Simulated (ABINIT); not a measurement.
Runs of ABINIT 10.8.3 (patched build) on Si2Ni. It takes space group Fm-3m (No. 225, cubic). The conventional cell has a = 5.406 Å, b = 5.406 Å, c = 5.406 Å, α = 90.00°, β = 90.00°, γ = 90.00°. Ni (site symmetry m-3m) is surrounded by 8 Si at 2.34 Å. Si (site symmetry -43m) is surrounded by 4 Ni at 2.34 Å. 

```csv
task,level,potentials or basis,U,cell,k mesh,cutoff (eV),double counting (usepawu),occupation projector (dmatpuopt),perturbed atom,perturbed element,parameter computed,mesh quality,gap on the mesh (eV),pressure (GPa),moment (μB)
Hubbard U by linear response,PBEsol+U,JTH PAW PBE v2.0,Ni d U = 0 eV,as given,4 × 4 × 4,1116,1,3,1,Ni,U,coarse,none,-0.2,0.00
relaxation of cell and atoms,PBE,PseudoDojo NC SR PBE v0.4.1 standard,-,relaxed,7 × 7 × 7,1333,-,-,-,-,-,not flagged,none,0.0,0.00
single point,PBE,PseudoDojo NC SR PBE v0.4.1 standard,-,cell relaxed,7 × 7 × 7,1333,-,-,-,-,-,not flagged,none,0.0,0.00
optical spectrum,PBE,PseudoDojo NC SR PBE v0.4.1 standard,-,cell relaxed at zero pressure by an earlier run,"6 × 6 × 6, with 4 shifts",1333,-,-,-,-,-,not flagged,-,(a),0.00
```

Alike in all rows: spin collinear, ferromagnetic start; smearing fermi-dirac 0.05 eV.

Task: Estimate the missing entries.

Result: (a) -0.1.

Caveats: some runs use coarse meshes; small starting moments can end in a higher magnetic state in this program (some runs); the shifted atom has its images in every cell, so this scalar value isn't converged in cell size and belongs to these projectors alone (some runs); the starting moments collapsed, and a magnetic state may lie lower (some runs); the PAW data sets were made with another functional, which shifts forces and pressure a little (some runs); the U is typed as a test and isn't derived for this compound (some runs); the intraband (Drude) term is left out (some runs); spectra need much finer meshes, so this one isn't converged (some runs).

A gap of «none» marks a metal or a gap under the smearing width.
